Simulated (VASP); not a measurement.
# GaAs: lattice, stiffness and zone-centre modes, part 2 of 2

What lattice, stiffness and vibrations does GaAs have at one level of theory? The starting structure is a measured crystal structure from the Crystallography Open Database. All runs use LDA.

VASP 6.6.1.

So far. Step 3 (Elastic constants): The elastic tensor has C11 = 117.3, C12 = 53.4, C44 = 58.4 GPa; its Hill averages are a bulk modulus of 74.7 and a shear modulus of 45.8 GPa. Step 4 (Modes of the relaxed cell): The zone-centre modes at 22.073 Å³ an atom are T2 269.7 cm⁻¹.

### 5. Modes at 0.97 of that volume (continued)

Level of this step: LDA; plane waves and PAW (As, Ga_d) (VASP).

Parts of OUTCAR (step 5):

```text
  Total        0.6610319      0.6610319      0.6610319      0.0000000      0.0000000      0.0000000
  in kB       24.7328013     24.7328013     24.7328013      0.0000000      0.0000000      0.0000000
  external PRESSURE =      24.7328013 kB  Pullay stress =       0.0000000 kB

 POSITION                                       TOTAL-FORCE (eV/Angst)
 -----------------------------------------------------------------------------------
      4.16519      4.16519      4.16519         0.000000      0.000000     -0.000000
      0.00000      0.00000      0.00000        -0.000000      0.000000      0.000000
 -----------------------------------------------------------------------------------
    total drift:                                0.000000      0.000000      0.000000

 MACROSCOPIC STATIC DIELECTRIC TENSOR (including local field effects in DFT)
 ------------------------------------------------------
          12.977456    -0.000000    -0.000000
           0.000000    12.977456     0.000000
           0.000000     0.000000    12.977456
 ------------------------------------------------------

 MACROSCOPIC STATIC DIELECTRIC TENSOR IONIC CONTRIBUTION
 ------------------------------------------------------
           1.620919    -0.000000     0.000000
          -0.000000     1.620919     0.000000
           0.000000     0.000000     1.620919
 ------------------------------------------------------

[... 1 part as in an earlier step ...]

[... 1 further part left out ...]
```

The zone-centre modes at 21.411 Å³ an atom are T2 279.5 cm⁻¹.

### 6. Modes at 1.03 of that volume

Shape and positions were first relaxed at this volume, in a run that isn't shown.

The input, INCAR:

```
SYSTEM = GaAs
PREC = Accurate
ENCUT = 500
EDIFF = 1E-08
NELM = 100
ISMEAR = 0
SIGMA = 0.03
LREAL = .FALSE.
ALGO = Normal
GGA = CA
NBANDS = 15
LORBIT = 11
LWAVE = .FALSE.
LCHARG = .FALSE.
KPAR = 4
IBRION = 8
LEPSILON = .TRUE.
LPEAD = .TRUE.
ISIF = 2
```

The input, POSCAR:

```
GaAs
1.0
    0.0000000000      2.8329030948      2.8329030948
    2.8329030948      0.0000000000      2.8329030948
    2.8329030948      2.8329030948      0.0000000000
As Ga
1 1
Direct
    0.7500000000      0.7500000000      0.7500000000
    0.0000000000      0.0000000000      0.0000000000
```

The input, KPOINTS:

```
Automatic mesh
0
Gamma
14 14 14
0 0 0
```

PAW data sets: As and Ga_d (LDA family, release 64).

Command:

```
mpirun -np 4 vasp_std
```

The log of the run:

```text
[... set-up lines as in an earlier step ...]
 entering main loop
       N       E                     dE             d eps       ncg     rms          rms(c)
DAV:   1     0.814515897327E+02    0.81452E+02   -0.88452E+03  3183   0.162E+03
DAV:   2    -0.335035808187E+01   -0.84802E+02   -0.80924E+02  3617   0.312E+02
DAV:   3    -0.975603785052E+01   -0.64057E+01   -0.63843E+01  3757   0.690E+01
DAV:   4    -0.985548187361E+01   -0.99444E-01   -0.99429E-01  3876   0.964E+00
[...]
DAV:  11    -0.963412613770E+01   -0.48911E-05   -0.64782E-06  3645   0.401E-02    0.210E-03
DAV:  12    -0.963412603470E+01    0.10300E-06   -0.43406E-07  4407   0.930E-03    0.176E-03
DAV:  13    -0.963412603545E+01   -0.74533E-09   -0.69779E-08  3911   0.202E-03
   1 F= -.96341260E+01 E0= -.96341260E+01  d E =-.522544E-14
 Linear response reoptimize wavefunctions to high precision
DAV:   1    -0.963412603570E+01   -0.25375E-09   -0.10826E-09  3100   0.272E-04
DAV:   2    -0.963412603572E+01   -0.15007E-10   -0.98932E-11  2365   0.103E-04
 Linear response to external field (no local field effect), progress :
[...]
RMM:  11    -0.445162027820E-01    0.42913E-08   -0.38631E-09 25728   0.455E-05    0.150E-06
 first order change of Fermi-energy   0.16958E+00
 force on displaced ion       1 direction 1 :  -8.947   0.000   0.000
 Born effective charge ion    1 direction 1 :  -2.108   0.000   0.000
 Linear response progress:
  Degree of freedom:   2/  2
       N       E                     dE             d eps       ncg     rms          rms(c)
RMM:   1    -0.167136904209E+00   -0.16714E+00    0.10010E-01 16217   0.844E+00
RMM:   2    -0.165519656415E+00    0.16172E-02   -0.25591E-02 24540   0.136E+00    0.434E-02
RMM:   3    -0.165746569324E+00   -0.22691E-03   -0.37520E-03 25604   0.412E-01    0.271E-02
RMM:   4    -0.165586347451E+00    0.16022E-03   -0.16380E-03 27195   0.183E-01    0.989E-03
[...]
RMM:  14    -0.165576641952E+00    0.67822E-07   -0.89117E-08 26817   0.556E-05    0.337E-07
RMM:  15    -0.165576664710E+00   -0.22758E-07   -0.65784E-08 20906   0.417E-05    0.314E-07
RMM:  16    -0.165576646620E+00    0.18090E-07   -0.61786E-08 17871   0.354E-05    0.794E-08
 first order change of Fermi-energy  -0.18524E+00
 force on displaced ion       2 direction 1 :  -8.885   0.000   0.000
 Born effective charge ion    2 direction 1 :   2.106   0.000   0.000
 Born effective charges drift removed
 Linear response finished
```

It took 4.5 min on 4 MPI ranks of Intel Xeon 6975P-C (Granite Rapids), shared host; peak memory 3.7 GiB.

OUTCAR, selected parts (step 6):

```text
  Total       -0.5720556     -0.5720556     -0.5720556      0.0000000      0.0000000      0.0000000
  in kB      -20.1568978    -20.1568978    -20.1568978      0.0000000      0.0000000      0.0000000
  external PRESSURE =     -20.1568978 kB  Pullay stress =       0.0000000 kB

 POSITION                                       TOTAL-FORCE (eV/Angst)
 -----------------------------------------------------------------------------------
      4.24935      4.24935      4.24935         0.000000      0.000000     -0.000000
      0.00000      0.00000      0.00000        -0.000000     -0.000000      0.000000
 -----------------------------------------------------------------------------------
    total drift:                                0.000000      0.000000      0.000000

 MACROSCOPIC STATIC DIELECTRIC TENSOR (including local field effects in DFT)
 ------------------------------------------------------
          14.931603     0.000000     0.000000
           0.000000    14.931603     0.000000
           0.000000     0.000000    14.931603
 ------------------------------------------------------

 MACROSCOPIC STATIC DIELECTRIC TENSOR IONIC CONTRIBUTION
 ------------------------------------------------------
           1.990770    -0.000000    -0.000000
          -0.000000     1.990770     0.000000
          -0.000000     0.000000     1.990770
 ------------------------------------------------------

[... 1 part as in an earlier step ...]

[... 1 further part left out ...]
```

The zone-centre modes at 22.735 Å³ an atom are T2 259.1 cm⁻¹.

### 7. Comparison

```csv
run,volume (Å³/atom),T2,core minutes
relaxation,22.073,-,0.16
elastic constants,22.073,-,9.47
modes of the relaxed cell,22.073,269.7,19.1
modes at 0.97 of that volume,21.411,279.5,18.3
modes at 1.03 of that volume,22.735,259.1,17.8
```

Modes are in cm⁻¹, degenerate ones as one, matched by symmetry and order. A number in brackets counts the listed modes of one symmetry from the lowest. The symmetry labels come from an automatic analysis and can be wrong where levels nearly coincide. Core minutes are wall time times ranks of the run shown, on a shared host.

### 8. What came out

```json
{
 "relaxed volume": "22.07 Å³/atom",
 "bulk modulus from two volumes": "75.1 GPa",
 "Hill shear modulus": "45.8 GPa",
 "mode T2": "269.7 cm⁻¹",
 "Grüneisen parameter of T2": "1.27"
}
```

At the LDA level GaAs relaxes to 22.07 Å³ an atom. The bulk modulus is 75.1 GPa from the pressures at two volumes and 74.7 GPa as the Hill average of the elastic tensor, so the two routes agree. The mode Grüneisen parameters, from the cells at 0.97 and 1.03 of the volume, come to 1.27 (T2). The dielectric constants and Born charges in the logs aren't compared here; at a small gap they can be far off, and in a run without a gap they mean nothing. The frequencies are harmonic, and the splitting of polar modes by their long-range field is left out. All values are for a static lattice. Further runs on this material are not shown.

[Lines on the potential files, build, host, timing and source positions are cut from VASP's logs without a mark.]

[Logs are printed without paths, hosts, clocks, repeated set-up lines and the standing remarks that a program may print on its own settings, such as how far it seeks lower states.]

[Hosts, paths, dates, database ids (printed as entryN), source tags and the programs' standing remarks are cut or masked in the printed files.]
